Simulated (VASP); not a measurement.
# SnTe (F-43m) in VASP: notebook

The runs below take SnTe through single point, with HSE06.

All numbers are computed with VASP 6.6.1; they aren't measurements. Logs are shortened: lines on timing, memory, paths and dates and some standing lists are left out, and cuts for length are marked.

### 1 The crystal as given

The structure is cubic, space group F-43m (No. 216). Conventional cell: a = 7.222 Å, b = 7.222 Å, c = 7.222 Å, α = 90.00°, β = 90.00°, γ = 90.00°. Around Te (site symmetry -43m) lie 4 Sn at 3.13 Å. Sn (site symmetry -43m) is surrounded by 4 Te at 3.13 Å.

Measurements of this composition are mostly on another form, of space group No. 225.

### 2 Single point, HSE06

Contents of POSCAR:

```
SnTe
1.0
    0.0000000000      3.6111460000      3.6111460000
    3.6111460000      0.0000000000      3.6111460000
    3.6111460000      3.6111460000      0.0000000000
Te Sn
1 1
Direct
    0.2500000000      0.2500000000      0.2500000000
    0.0000000000      0.0000000000      0.0000000000
```

Contents of INCAR.step1:

```
SYSTEM = SnTe
PREC = Accurate ; ENCUT = 400
EDIFF = 1E-5 ; ISMEAR = 0
SIGMA = 0.01 ; LREAL = .False.
LASPH = .True. ; NELM = 100
ALGO = Normal ; ISIF = 2
LWAVE = .True. ; LCHARG = .False.
NBANDS = 18 ; NKRED = 3
GGA = PE
```

Contents of INCAR.step2:

```
SYSTEM = SnTe
PREC = Accurate ; ENCUT = 400
EDIFF = 1E-6 ; ISMEAR = 0
SIGMA = 0.01 ; LREAL = .False.
LASPH = .True. ; NELM = 100
ALGO = Normal ; ISIF = 2
LWAVE = .False. ; LCHARG = .False.
GGA = PE ; LHFCALC = .True.
HFSCREEN = 0.2 ; PRECFOCK = Fast
NBANDS = 18 ; NKRED = 3
ISTART = 1
```

Contents of KPOINTS:

```
regular mesh
0
Gamma
  3 3 3
  0 0 0
```

Potentials or basis: VASP PAW PBE potentials, release 64 (Te, Sn_d).

Started as:

```
cat potpaw_PBE.64/Te/POTCAR potpaw_PBE.64/Sn_d/POTCAR > POTCAR
cp INCAR.step1 INCAR
mpirun -np 1 vasp_std > vasp.out
cp INCAR.step2 INCAR
mpirun -np 1 vasp_std > vasp.out
```

OUTCAR:

```text
SYSTEM = SnTe
   PREC = Accurate
   ENCUT = 400
   EDIFF = 1E-6
   ISMEAR = 0
   LREAL = .False.
   LASPH = .True.
   NELM = 100
   ISIF = 2
   GGA = PE
   LHFCALC = .True.
   HFSCREEN = 0.2
   PRECFOCK = Fast
   NKRED = 3
   ISTART = 1

 Found      4 irreducible k-points:

 Following reciprocal coordinates:
            Coordinates               Weight
  0.000000  0.000000  0.000000      1.000000
  0.333333  0.000000  0.000000      8.000000
  0.333333  0.333333  0.000000      6.000000
 -0.333333  0.333333  0.000000     12.000000
   k-points           NKPTS =      4   k-points in BZ     NKDIM =     27   number of bands    NBANDS=     18
   number of dos      NEDOS =    301   number of ions     NIONS =      2
   total plane-waves  NPLWV =  46656
   dimension x,y,z NGX =    36 NGY =   36 NGZ =   36
   dimension x,y,z NGXF=    72 NGYF=   72 NGZF=   72
   ions per type =               1   1
   NGX,Y,Z   is equivalent  to a cutoff of  11.72, 11.72, 11.72 a.u.
   NGXF,Y,Z  is equivalent  to a cutoff of  23.44, 23.44, 23.44 a.u.
 SYSTEM =  SnTe
   PREC   = accura    normal or accurate (medium, high low for compatibility)
   ISTART =      1    job   : 0-new  1-cont  2-samecut
   ICHARG =      0    charge: 1-file 2-atom 10-const
   ISPIN  =      1    spin polarized calculation?
   LNONCOLLINEAR =      F non collinear calculations
   LSORBIT =      F    spin-orbit coupling
   LASPH  =      T    aspherical Exc in radial PAW
   ENCUT  =  400.0 eV  29.40 Ry    5.42 a.u.   8.33  8.33  8.33*2*pi/ulx,y,z
   NELM   =    100;   NELMIN=  2; NELMDL=  0     # of ELM steps
   EDIFF  = 0.1E-05   stopping-criterion for ELM
   LREAL  =      F    real-space projection
   EDIFFG = 0.1E-04   stopping-criterion for IOM
   NSW    =      0    number of steps for IOM
   IBRION =     -1    ionic relax: 0-MD 1-quasi-New 2-CG
   NFREE  =      0    steps in history (QN), initial steepest desc. (CG)
   ISIF   =      2    stress and relaxation
   ISYM   =      3    0-nonsym 1-usesym 2-fastsym
   POTIM  = 0.5000    time-step for ionic-motion
   TEBEG  =    0.0;   TEEND  =   0.0 temperature during run
   PSTRESS=    0.0 pullay stress
   NELECT =      20.0000    total number of electrons
   NUPDOWN=      -1.0000    fix difference up-down
   EMIN   =  10.00;   EMAX   =-10.00  energy-range for DOS
   EFERMI =   0.00;   METHOD = LEGACY
   ISMEAR =     0;   SIGMA  =   0.01  broadening in eV -4-tet -1-fermi 0-gaus
   EFERMI_NEDOS =   21; number of points for ismear=-14 and -15
   IALGO  =     38    algorithm
   IMIX   =      1    mixing-type and parameters
     AMIX     =   0.40;   BMIX     =  1.00
     AMIX_MAG =   1.60;   BMIX_MAG =  1.00
  volume/ion in A,a.u.               =      47.09       317.78
  Fermi-wavevector in a.u.,A,eV,Ry     =   0.976704  1.845704 12.979296  0.953951
  Thomas-Fermi vector in A             =   2.107344
   LORBIT       =      0    0 simple, 1 ext, 2 COOP (PROOUT), +10 PAW based schemes
   GGA     = PE    functional components
   LHFCALC =     T    Hartree Fock is set to
   PRECFOCK=fast      Normal, Fast or Accurate (Low or Medium for compatibility)
   ENCUT4O =  -1.0   cutoff for four orbital integrals eV
   NKREDX  =     3    reduce k-point grid by
   NKREDY  =     3    reduce k-point grid by
   NKREDZ  =     3    reduce k-point grid by
   AEXX    =    0.2500 exact exchange contribution
   HFSCREEN=    0.2000 screening length (either q_TF or 0.3 A-1)
   HFSCREENC=   0.2000 screening length for correlation (either q_TF or 0.3 A-1)
   ENCUTFOCK=  -1.0 apply spherical cutoff to Coloumb kernel
   IVDW    =     0    specifies the selected vdW correction
   LEPSILON=     F    determine dielectric tensor
   LRPA    =     F    only Hartree local field effects (RPA)
 non-spin polarized calculation
 Gauss-broadening in eV      SIGMA  =   0.01
  energy-cutoff  :      400.00
  volume of cell :       94.18
 maximum number of plane-waves:      1712
 NGX is ok and might be reduce to    36
  NGX = 18; NGY = 18; NGZ = 18

 number of electron      19.9999987 magnetization

 Free energy of the ion-electron system (eV)
  ---------------------------------------------------
  ext. energy  EPLUGINS =         0.00000000
  ---------------------------------------------------
  free energy    TOTEN  =       -10.25728587 eV

  energy without entropy =      -10.25728587  energy(sigma->0) =      -10.25728587

 E-fermi :   1.6462     XC(G=0):  -6.3348

 val. band max:        1.5775209805   @ k =  -0.3333   0.3333   0.0000
 cond. band min:       3.8340674923   @ k =   0.3333   0.3333   0.0000
 fundamental gap:      2.2565465119
 Fermi energy:         1.6462345157

 k-point     1 :       0.0000    0.0000    0.0000
  band No.  band energies     occupation
      1     -21.2149      2.00000
      2     -21.2149      2.00000
      3     -21.2149      2.00000
      4     -21.1871      2.00000
      5     -21.1871      2.00000
      6     -10.1316      2.00000
[... 10 lines left out ...]
     17      11.2709      0.00000
     18      11.2709      0.00000

 k-point     2 :       0.3333    0.0000    0.0000
  band No.  band energies     occupation
      1     -21.2149      2.00000
      2     -21.2149      2.00000
      3     -21.2128      2.00000
      4     -21.1976      2.00000
      5     -21.1976      2.00000
      6      -9.5671      2.00000
[... 10 lines left out ...]
     17      10.9705      0.00000
     18      13.4519      0.00000

 k-point     3 :       0.3333    0.3333    0.0000
  band No.  band energies     occupation
      1     -21.2197      2.00000
      2     -21.2061      2.00000
      3     -21.2061      2.00000
      4     -21.2023      2.00000
      5     -21.1968      2.00000
      6      -9.4116      2.00000
[... 10 lines left out ...]
     17      13.0804      0.00000
     18      13.0804      0.00000

 k-point     4 :      -0.3333    0.3333    0.0000
  band No.  band energies     occupation
      1     -21.2138      2.00000
      2     -21.2120      2.00000
      3     -21.2109      2.00000
      4     -21.1988      2.00000
      5     -21.1975      2.00000
      6      -9.1621      2.00000
[... 10 lines left out ...]
     17      12.5450      0.00000
     18      13.3359      0.00000

------------------------ aborting loop because EDIFF is reached ----------------------------------------

  FORCE on cell =-STRESS in cart. coord.  units (eV):
  Direction    XX          YY          ZZ          XY          YZ          ZX
  --------------------------------------------------------------------------------------
  -------------------------------------------------------------------------------------
  Total       -2.4001136     -2.4001136     -2.4001136      0.0000000      0.0000000      0.0000000
  in kB      -40.8297992    -40.8297992    -40.8297992      0.0000000      0.0000000      0.0000000
  external PRESSURE =     -40.8297992 kB  Pullay stress =       0.0000000 kB

 VOLUME and BASIS-vectors are now :
 -----------------------------------------------------------------------------
  energy-cutoff  :      400.00
  volume of cell :       94.18
      direct lattice vectors                 reciprocal lattice vectors
     0.000000000  3.611146000  3.611146000    -0.138460201  0.138460201  0.138460201
     3.611146000  0.000000000  3.611146000     0.138460201 -0.138460201  0.138460201
     3.611146000  3.611146000  0.000000000     0.138460201  0.138460201 -0.138460201

 POSITION                                       TOTAL-FORCE (eV/Angst)
 -----------------------------------------------------------------------------------
      1.80557      1.80557      1.80557         0.000000     -0.000000     -0.000000
      0.00000      0.00000      0.00000        -0.000000      0.000000      0.000000
 -----------------------------------------------------------------------------------
    total drift:                                0.000010     -0.000012      0.000004

  FREE ENERGIE OF THE ION-ELECTRON SYSTEM (eV)
  ---------------------------------------------------
  free  energy   TOTEN  =       -10.2572858741 eV

  energy  without entropy=      -10.2572858741  energy(sigma->0) =      -10.25728587
```

It took 20 s on 1 thread of Intel Xeon Platinum 8488C (Sapphire Rapids), shared host; peak memory 0.3 GiB.

The run converged, but some of its settings lie outside the range that counts as converged, so its numbers aren't taken as properties of the crystal.

What came out:

```yaml
Free_energy: -10.2573 eV
Pressure: -4.1 GPa
Band_gap_on_the_k_mesh: 2.26 eV, indirect (least direct gap 2.41 eV)
```

Caveat: the k mesh is coarse (spacing up to 0.50 Å⁻¹), so the values aren't converged, least of all with exact exchange; the PAW data sets were made with another functional, which shifts forces and pressure a little; spin-orbit coupling is left out, which moves the levels of the heavy elements; an odd mesh through Γ misses points on the zone boundary, where band edges often lie.

### 3 Single point, HSE06

POSCAR is that of step 2.

INCAR.step1, as its differences from that of step 2:

```diff
@@ -7,3 +7,3 @@
 LWAVE = .True. ; LCHARG = .False.
-NBANDS = 18 ; NKRED = 3
+NBANDS = 18 ; NKRED = 1
 GGA = PE
```

INCAR.step2, as its differences from that of step 2:

```diff
@@ -8,4 +8,4 @@
 GGA = PE ; LHFCALC = .True.
-HFSCREEN = 0.2 ; PRECFOCK = Fast
-NBANDS = 18 ; NKRED = 3
+HFSCREEN = 0.2 ; PRECFOCK = Normal
+NBANDS = 18 ; NKRED = 1
 ISTART = 1
```

KPOINTS is that of step 2.

Potentials or basis: VASP PAW PBE potentials, release 64 (Te, Sn_d).

Started as:

```
cat potpaw_PBE.64/Te/POTCAR potpaw_PBE.64/Sn_d/POTCAR > POTCAR
cp INCAR.step1 INCAR
mpirun -np 1 vasp_std > vasp.out
cp INCAR.step2 INCAR
mpirun -np 1 vasp_std > vasp.out
```

Wall time 99 s (1 thread of Intel Xeon Platinum 8488C (Sapphire Rapids), shared host); peak memory 0.31 GiB.

The run converged, but some of its settings lie outside the range that counts as converged, so its numbers aren't taken as properties of the crystal.

What came out:

| Item | Value |
| --- | --- |
| Free energy | -8.5804 eV |
| Pressure | -1.5 GPa |
| Band gap on the k mesh | 1.14 eV, indirect (least direct gap 1.38 eV) |

Caveat: the k mesh is coarse (spacing up to 0.50 Å⁻¹), so the values aren't converged, least of all with exact exchange; the PAW data sets were made with another functional, which shifts forces and pressure a little; spin-orbit coupling is left out, which moves the levels of the heavy elements; an odd mesh through Γ misses points on the zone boundary, where band edges often lie.
